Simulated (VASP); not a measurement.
Runs of VASP 6.6.1 on InPd. It takes space group Pm-3m (No. 221, cubic). Conventional cell: a = 3.272 Å, b = 3.272 Å, c = 3.272 Å, α = 90.00°, β = 90.00°, γ = 90.00°. Around In (site symmetry m-3m) lie 8 Pd at 2.83 Å. Pd (site symmetry m-3m) has 8 In at 2.83 Å as nearest neighbours. The cell comes from a database or a generator and needn't be the stable form of this composition.

```csv
task,level,potentials or basis,spin,cell,k mesh,cutoff (eV),smearing,gap on the mesh (eV),pressure (GPa),relaxed volume (Å³/atom)
band structure,PBE,"VASP PAW PBE potentials, release 64 (In_d, Pd)",off,as given,8 × 8 × 8,520,fermi-dirac 0.05 eV,-,3.6,-
band structure,LDA,"VASP PAW LDA potentials, release 64 (In_d, Pd)","SOC, no magnetisation",as given,6 × 6 × 6,520,fermi-dirac 0.05 eV,-,-6.5,-
relaxation of cell and atoms,LDA,"VASP PAW LDA potentials, release 64 (In_d, Pd)",off,relaxed,8 × 8 × 8,600,fermi-dirac 0.05 eV,none,-0.1,16.68
single point,PBE,"VASP PAW PBE potentials, release 64 (In_d, Pd)",off,as given,8 × 8 × 8,520,gaussian 0.011 eV,none,(b),-
relaxation of cell and atoms,PBE,"VASP PAW PBE potentials, release 64 (In_d, Pd)",off,relaxed,8 × 8 × 8,600,fermi-dirac 0.05 eV,none,0.0,18.04
band structure,PBEsol,"VASP PAW PBE potentials, release 64 (In_d, Pd)",off,as given,8 × 8 × 8,520,fermi-dirac 0.05 eV,-,(a),-
```

Problem. Fill in the values left out.

Solution. (a) -2.8; (b) 3.8.

Caveats: spin-orbit coupling is left out, which moves the levels of the heavy elements (some runs); the PAW data sets were made with another functional, which shifts forces and pressure a little (some runs).

A k mesh can miss the band edges, and rows without SOC leave out spin-orbit coupling on In, Pd.

A gap of «none» marks a metal or a gap under the smearing width.
